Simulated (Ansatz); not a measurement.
# HfB: enthalpy against pressure

HfB, Fm-3m, a = 4.788 Å. The structure is a COD entry; whether it is the stable form wasn't checked. Ansatz: PBEsol, PAW, 420 eV, Γ-centred 16×16×16 mesh on 2 atoms, Gaussian smearing 0.10 eV; no spin polarisation. Cell and atoms are relaxed at each pressure, and no other structure is tried, so the rows at high pressure may lie past a change of phase. y is the enthalpy over the state at zero pressure; there V0 = 13.720 Å³/atom. The pressures are the targets, met within 0.05 GPa.

| P (GPa) | y (eV/atom) |
| --- | --- |
| -3.0 | -0.2590 |
| 0.0 | 0.0000 |
| 3.0 | 0.2547 |
| 8.0 | 0.6706 |
| 15.0 | 1.2365 |
| 30.0 | ? |
| 60.0 | 4.5468 |

Question: Fit y = c1 P + c2 P² + c3 P³ to the other rows, say what c1 and c2 mean, and predict the missing value.

Answer: Least squares on the rows shown. y = 0.085588 P − 0.00022634 P² + 1.0478×10⁻⁶ P³. Since dH/dP = V, c1 is V0: 0.085588 eV/GPa × 160.2 = 13.711 Å³ against 13.720; c2 = −V0/(2B0) gives B0 = 189 GPa, where a Birch–Murnaghan fit to the volumes of the same runs (not shown) gives 179 GPa: a cubic over this range folds the higher terms into c2. At P = 30.0 the fit asked for gives 2.3922 eV/atom. The run gave 2.3957 eV/atom, so the fit is 0.0035 eV/atom too low, 0.073 % of the span of the series, against an rms of 0.0001 eV/atom on the fitted rows. With a term in P⁴ added, a fit to the same known rows predicts 2.3964 eV/atom, so most of the miss is curvature that the known rows already hold.

Spin–orbit coupling is left out, which can shift energies with elements as heavy as these.